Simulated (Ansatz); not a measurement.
Cs: enthalpy against pressure

Cs, I4/mmm, a = 5.411 Å, c = 7.980 Å. This isn't the element's structure at ambient conditions. Ansatz: PBE, PAW, 420 eV, Γ-centred 12×12×12 mesh on 1 atom, Gaussian smearing 0.10 eV; no spin polarisation. Cell and atoms are relaxed at each pressure, and no other structure is tried, so the rows at high pressure may lie past a change of phase. y is the enthalpy over the state at zero pressure; there V0 = 116.817 Å³/atom. The pressures are the targets, met within 0.06 GPa.

| P (GPa) | y (eV/atom) |
| --- | --- |
| 0.0 | 0.0000 |
| 3.0 | 1.5178 |
| 8.0 | 3.0642 |
| 15.0 | ? |
| 30.0 | 7.0438 |
| 60.0 | 11.3338 |

**Question.** Fit y = c1 P + c2 P² + c3 P³ to the other rows, say what c1 and c2 mean, and predict the missing value.

**Answer.** Least squares on the rows shown. y = 0.47909 P − 0.011467 P² + 0.00011052 P³. Since dH/dP = V, c1 is V0: 0.47909 eV/GPa × 160.2 = 76.750 Å³ against 116.817; c2 = −V0/(2B0) gives B0 = 21 GPa, where a Birch–Murnaghan fit to the volumes of the same runs (not shown) gives 1.2 GPa. The volume falls by 82 % over the range, most steeply at the start, which a cubic can't follow: here c1 isn't V0 and c2 doesn't give B0. Above P = −c2/(3 c3) = 35 GPa the cubic's slope, the volume, would rise with pressure, so the form fails there. At P = 15.0 the fit asked for gives 4.9793 eV/atom. The run gave 4.5016 eV/atom, so the fit is 0.4777 eV/atom too high, 4.2 % of the span of the series, against an rms of 0.1013 eV/atom on the fitted rows. With a term in P⁴ added, a fit to the same known rows (none to spare) predicts 4.1829 eV/atom, a smaller miss on the other side. Also, this row ran on the mesh 16×16×16, its neighbour on 14×14×14, which can shift it a little.

The mesh isn't the same in all rows (12×12×12, 14×14×14, 16×16×16, 18×18×18).